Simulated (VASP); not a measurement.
# Zn (Im-3m) in VASP: notebook

The runs below take Zn through single point, with PBE.

All numbers are computed with VASP 6.6.1; they aren't measurements. Logs are shortened: lines on timing, memory, paths and dates and some standing lists are left out, and cuts for length are marked.

**1. The crystal as given**

It takes space group Im-3m (No. 229, cubic). Conventional cell: a = 3.138 Å, b = 3.138 Å, c = 3.138 Å, α = 90.00°, β = 90.00°, γ = 90.00°. Around Zn (site symmetry m-3m) lie 8 Zn at 2.72 Å.

This isn't the form of Zn at room conditions, which is hcp.

**2. Single point, PBE**

Input file INCAR:

```
ALGO = Fast ; EDIFF = 1E-6
ENCUT = 520 ; GGA = PE
ISIF = 2 ; ISMEAR = 0
LASPH = T ; LCHARG = F
LREAL = F ; LWAVE = F
NBANDS = 12 ; NELM = 60
PREC = Accurate ; SIGMA = 0.1
```

Input file KPOINTS:

```
k-points
0
Gamma
  8 8 8
```

Input file POSCAR:

```
Zn
1.0
   -1.5690370000      1.5690370000      1.5690370000
    1.5690370000     -1.5690370000      1.5690370000
    1.5690370000      1.5690370000     -1.5690370000
Zn
1
Direct
    0.0000000000      0.0000000000      0.0000000000
```

Potentials or basis: VASP PAW PBE potentials, release 64 (Zn).

The run is started by

```bash
cat potpaw_PBE.64/Zn/POTCAR > POTCAR
mpirun -np 1 vasp_std > vasp.out
```

OUTCAR:

```text
EDIFF = 1E-6
   ENCUT = 520
   GGA = PE
   ISIF = 2
   ISMEAR = 0
   LASPH = T
   LREAL = F
   NELM = 60
   PREC = Accurate

 ion  position               nearest neighbor table
   1  0.000  0.000  0.000-

  LATTYP: Found a body centered cubic cell.
 ALAT       =     3.1380740000

  Lattice vectors:

 A1 = (  -1.5690370000,   1.5690370000,   1.5690370000)
 A2 = (   1.5690370000,  -1.5690370000,   1.5690370000)
 A3 = (   1.5690370000,   1.5690370000,  -1.5690370000)

Analysis of symmetry for initial positions (statically):
=====================================================================
 Subroutine PRICEL returns:
 Original cell was already a primitive cell.

 Routine SETGRP: Setting up the symmetry group for a
 body centered cubic supercell.

 Subroutine GETGRP returns: Found 48 space group operations
 (whereof 48 operations were pure point group operations)
 out of a pool of 48 trial point group operations.

The static configuration has the point symmetry O_h .

Analysis of symmetry for dynamics (positions and initial velocities):
=====================================================================
 Subroutine PRICEL returns:
 Original cell was already a primitive cell.

 Routine SETGRP: Setting up the symmetry group for a
 body centered cubic supercell.

 Subroutine GETGRP returns: Found 48 space group operations
 (whereof 48 operations were pure point group operations)
 out of a pool of 48 trial point group operations.

The dynamic configuration has the point symmetry O_h .

 Subroutine INISYM returns: Found 48 space group operations
 (whereof 48 operations are pure point group operations),
 and found     1 'primitive' translations

----------------------------------------------------------------------------------------

                                     Primitive cell

  volume of cell :      15.4511

  direct lattice vectors                    reciprocal lattice vectors
    -1.569037000  1.569037000  1.569037000     0.000000000  0.318666800  0.318666800
     1.569037000 -1.569037000  1.569037000     0.318666800  0.000000000  0.318666800
     1.569037000  1.569037000 -1.569037000     0.318666800  0.318666800  0.000000000

  length of vectors
     2.717651803  2.717651803  2.717651803     0.450662911  0.450662911  0.450662911

  position of ions in fractional coordinates (direct lattice)
     0.000000000  0.000000000  0.000000000

  ion indices of the primitive-cell ions
   primitive index   ion index
                 1           1

----------------------------------------------------------------------------------------

 KPOINTS: k-points

Automatic generation of k-mesh.
 Grid dimensions read from file:
 generate k-points for:    8    8    8

 Generating k-lattice:

  Cartesian coordinates                     Fractional coordinates (reciprocal lattice)
     0.000000000  0.039833350  0.039833350     0.125000000  0.000000000  0.000000000
     0.039833350  0.000000000  0.039833350     0.000000000  0.125000000  0.000000000
     0.039833350  0.039833350  0.000000000     0.000000000  0.000000000  0.125000000

  Length of vectors
     0.056332864  0.056332864  0.056332864

  Shift w.r.t. Gamma in fractional coordinates (k-lattice)
     0.000000000  0.000000000  0.000000000

 Subroutine IBZKPT returns following result:
 ===========================================

 Found     29 irreducible k-points:

 Following reciprocal coordinates:
            Coordinates               Weight
  0.000000  0.000000  0.000000      1.000000
  0.125000  0.000000  0.000000     12.000000
  0.250000  0.000000  0.000000     12.000000
  0.375000  0.000000  0.000000     12.000000
  0.500000  0.000000  0.000000      6.000000
  0.125000  0.125000  0.000000     24.000000
[... 16 lines left out ...]
 -0.250000  0.250000  0.250000      6.000000
 -0.375000  0.375000  0.250000     24.000000
 [... further k-points ...]
   k-points           NKPTS =     29   k-points in BZ     NKDIM =     29   number of bands    NBANDS=     12
   number of dos      NEDOS =    301   number of ions     NIONS =      1
   total plane-waves  NPLWV =   8000
   dimension x,y,z NGX =    20 NGY =   20 NGZ =   20
   dimension x,y,z NGXF=    40 NGYF=   40 NGZF=   40
   ions per type =               1
   NGX,Y,Z   is equivalent  to a cutoff of  12.23, 12.23, 12.23 a.u.
   NGXF,Y,Z  is equivalent  to a cutoff of  24.47, 24.47, 24.47 a.u.
 SYSTEM =  unknown system
   PREC   = accura    normal or accurate (medium, high low for compatibility)
   ISTART =      0    job   : 0-new  1-cont  2-samecut
   ICHARG =      2    charge: 1-file 2-atom 10-const
   ISPIN  =      1    spin polarized calculation?
   LNONCOLLINEAR =      F non collinear calculations
   LSORBIT =      F    spin-orbit coupling
   LASPH  =      T    aspherical Exc in radial PAW
   ENCUT  =  520.0 eV  38.22 Ry    6.18 a.u.   5.05  5.05  5.05*2*pi/ulx,y,z
   NELM   =     60;   NELMIN=  2; NELMDL= -5     # of ELM steps
   EDIFF  = 0.1E-05   stopping-criterion for ELM
   LREAL  =      F    real-space projection
   EDIFFG = 0.1E-04   stopping-criterion for IOM
   NSW    =      0    number of steps for IOM
   IBRION =     -1    ionic relax: 0-MD 1-quasi-New 2-CG
   NFREE  =      0    steps in history (QN), initial steepest desc. (CG)
   ISIF   =      2    stress and relaxation
   ISYM   =      2    0-nonsym 1-usesym 2-fastsym
   POTIM  = 0.5000    time-step for ionic-motion
   TEBEG  =    0.0;   TEEND  =   0.0 temperature during run
   PSTRESS=    0.0 pullay stress
   NELECT =      12.0000    total number of electrons
   NUPDOWN=      -1.0000    fix difference up-down
   EMIN   =  10.00;   EMAX   =-10.00  energy-range for DOS
   EFERMI =   0.00;   METHOD = LEGACY
   ISMEAR =     0;   SIGMA  =   0.10  broadening in eV -4-tet -1-fermi 0-gaus
   EFERMI_NEDOS =   21; number of points for ismear=-14 and -15
   IALGO  =     68    algorithm
   IMIX   =      4    mixing-type and parameters
     AMIX     =   0.40;   BMIX     =  1.00
     AMIX_MAG =   1.60;   BMIX_MAG =  1.00
  volume/ion in A,a.u.               =      15.45       104.27
  Fermi-wavevector in a.u.,A,eV,Ry     =   1.504811  2.843681 30.809811  2.264457
  Thomas-Fermi vector in A             =   2.615742
   LORBIT       =      0    0 simple, 1 ext, 2 COOP (PROOUT), +10 PAW based schemes
   GGA     = PE    functional components
   LHFCALC =     F    Hartree Fock is set to
   AEXX    =    0.0000 exact exchange contribution
   IVDW    =     0    specifies the selected vdW correction
   LEPSILON=     F    determine dielectric tensor
   LRPA    =     F    only Hartree local field effects (RPA)
 non-spin polarized calculation
 RMM-DIIS sequential band-by-band and
 Gauss-broadening in eV      SIGMA  =   0.10
  energy-cutoff  :      520.00
  volume of cell :       15.45
 maximum number of plane-waves:       429
   NGX = 11   NGY = 11   NGZ = 11

 number of electron      12.0000023 magnetization

 Free energy of the ion-electron system (eV)
  ---------------------------------------------------
  ext. energy  EPLUGINS =         0.00000000
  ---------------------------------------------------
  free energy    TOTEN  =        -1.01183473 eV

  energy without entropy =       -1.01039069  energy(sigma->0) =       -1.01111271

 E-fermi :   2.9193     XC(G=0): -11.4873

 val. band max:        2.7450180319   @ k =   0.3750   0.1250   0.1250
 cond. band min:       2.9345126600   @ k =   0.5000   0.5000   0.2500
 fundamental gap:      0.1894946281
 Fermi energy:         2.9192865382

 k-point     1 :       0.0000    0.0000    0.0000
  band No.  band energies     occupation
      1      -7.2520      2.00000
      2      -4.6858      2.00000
      3      -4.6858      2.00000
      4      -4.6858      2.00000
      5      -4.1896      2.00000
      6      -4.1896      2.00000
      7      22.0459      0.00000
      8      22.0459      0.00000
      9      22.0459      0.00000
     10      23.7976      0.00000
     11      23.7976      0.00000
     12      23.7976      0.00000

 k-point     2 :       0.1250    0.0000    0.0000
  band No.  band energies     occupation
      1      -6.7662      2.00000
      2      -4.7298      2.00000
      3      -4.6724      2.00000
      4      -4.5739      2.00000
      5      -4.2264      2.00000
      6      -4.1867      2.00000
      7      17.1869      0.00000
      8      19.6099      0.00000
      9      20.2559      0.00000
     10      21.6631      0.00000
     11      21.9629      0.00000
     12      23.7612      0.00000

 k-point     3 :       0.2500    0.0000    0.0000
  band No.  band energies     occupation
      1      -5.5986      2.00000
      2      -4.8356      2.00000
      3      -4.3967      2.00000
      4      -4.2918      2.00000
      5      -4.2568      2.00000
      6      -4.1774      2.00000
      7      11.1190      0.00000
      8      16.8461      0.00000
      9      17.8439      0.00000
     10      19.7891      0.00000
     11      20.7223      0.00000
     12      25.3373      0.00000
[... 286 lines left out ...]
 k-point    23 :      -0.2500    0.2500    0.2500
  band No.  band energies     occupation
      1      -4.8486      2.00000
      2      -4.6798      2.00000
      3      -4.4867      2.00000
      4      -4.4867      2.00000
      5      -4.3067      2.00000
      6      -2.6605      2.00000
      7      11.9850      0.00000
      8      11.9850      0.00000
      9      13.7464      0.00000
     10      14.5647      0.00000
     11      27.5959      0.00000
     12      27.6356      0.00000

 k-point    24 :      -0.3750    0.3750    0.2500
  band No.  band energies     occupation
      1      -4.9308      2.00000
      2      -4.8083      2.00000
      3      -4.4833      2.00000
      4      -4.3328      2.00000
      5      -4.0411      2.00000
      6      -0.2809      2.00000
      7       7.5466      0.00000
      8      10.2871      0.00000
      9      12.9525      0.00000
     10      15.7360      0.00000
     11      23.1526      0.00000
     12      26.5546      0.00000

 [... further k-points ...]

------------------------ aborting loop because EDIFF is reached ----------------------------------------

  FORCE on cell =-STRESS in cart. coord.  units (eV):
  Direction    XX          YY          ZZ          XY          YZ          ZX
  --------------------------------------------------------------------------------------
  -------------------------------------------------------------------------------------
  Total       -0.0912204     -0.0912204     -0.0912204     -0.0000000     -0.0000000      0.0000000
  in kB       -9.4589564     -9.4589564     -9.4589564     -0.0000000     -0.0000000      0.0000000
  external PRESSURE =      -9.4589564 kB  Pullay stress =       0.0000000 kB

 VOLUME and BASIS-vectors are now :
 -----------------------------------------------------------------------------
  energy-cutoff  :      520.00
  volume of cell :       15.45
      direct lattice vectors                 reciprocal lattice vectors
    -1.569037000  1.569037000  1.569037000     0.000000000  0.318666800  0.318666800
     1.569037000 -1.569037000  1.569037000     0.318666800  0.000000000  0.318666800
     1.569037000  1.569037000 -1.569037000     0.318666800  0.318666800  0.000000000

 POSITION                                       TOTAL-FORCE (eV/Angst)
 -----------------------------------------------------------------------------------
      0.00000      0.00000      0.00000         0.000000     -0.000000     -0.000000
 -----------------------------------------------------------------------------------
    total drift:                                0.000000     -0.000000      0.000000

  FREE ENERGIE OF THE ION-ELECTRON SYSTEM (eV)
  ---------------------------------------------------
  free  energy   TOTEN  =        -1.0118347309 eV

  energy  without entropy=       -1.0103906896  energy(sigma->0) =       -1.01111271
```

Wall time 4.2 s (1 thread of Intel Xeon 6975P-C (Granite Rapids), shared host); peak memory 0.11 GiB.

What came out:

* Free energy: -1.0118 eV
* Pressure: -0.9 GPa
* Band gap on the k mesh: none (metal or under the smearing width)

Levels at points of the mesh, in eV from the Fermi level:
```
           k point  band 3  band 4  band 5  band 6  band 7  band 8  band 9  band 10
(0.00, 0.00, 0.00)   -7.61   -7.61   -7.11   -7.11   19.13   19.13   19.13    20.88
(0.50, 0.00, 0.00)   -7.14   -7.08   -6.78   -2.48   -0.84   11.44   12.82    15.42
(0.50, 0.50, 0.50)   -6.86   -6.86   -6.86    4.35    4.35    4.35    7.61     8.70
```

**3. Single point, PBE**

This run uses another cell than the first one, of 15.36 Å³/atom, 0.994 times its volume.

Input file INCAR:

```
SYSTEM = Zn
ALGO = Normal
EDIFF = 1E-6
ENCUT = 520
GGA = PE
ISIF = 2
ISMEAR = 0
LASPH = .TRUE.
LCHARG = .TRUE.
LELF = .TRUE.
LREAL = .FALSE.
LVHAR = .TRUE.
LWAVE = .FALSE.
NBANDS = 12
NELM = 100
PREC = Accurate
SIGMA = 0.1
```

Input file KPOINTS:

```
k-points
0
G
  18 18 18
  0 0 0
```

Input file POSCAR:

```
Zn
1.0
   -1.5659980218      1.5659980218      1.5659980218
    1.5659980218     -1.5659980218      1.5659980218
    1.5659980218      1.5659980218     -1.5659980218
Zn
1
Direct
    0.0000000000      0.0000000000      0.0000000000
```

Potentials or basis: VASP PAW PBE potentials, release 64 (Zn).

The run is started by

```bash
cat potpaw_PBE.64/Zn/POTCAR > POTCAR
mpirun -np 1 vasp_std > vasp.out
```

It took 17 s on 1 thread of AMD EPYC 7R43 (Zen 3), shared host; peak memory 0.11 GiB.

The run converged. Its results:

```yaml
Free_energy: -1.0233 eV
Pressure: 0.3 GPa
Band_gap_on_the_k_mesh: none (metal or under the smearing width)
```

Levels at points of the mesh, in eV from the Fermi level:
```tsv
k point	band 3	band 4	band 5	band 6	band 7	band 8	band 9	band 10
(0.00, 0.00, 0.00)	-7.76	-7.76	-7.26	-7.26	19.07	19.07	19.07	20.77
(0.50, 0.00, 0.00)	-7.28	-7.23	-6.92	-2.66	-0.97	11.33	12.71	15.32
(0.50, 0.50, 0.50)	-7.00	-7.00	-7.00	4.20	4.20	4.20	7.52	8.57
```
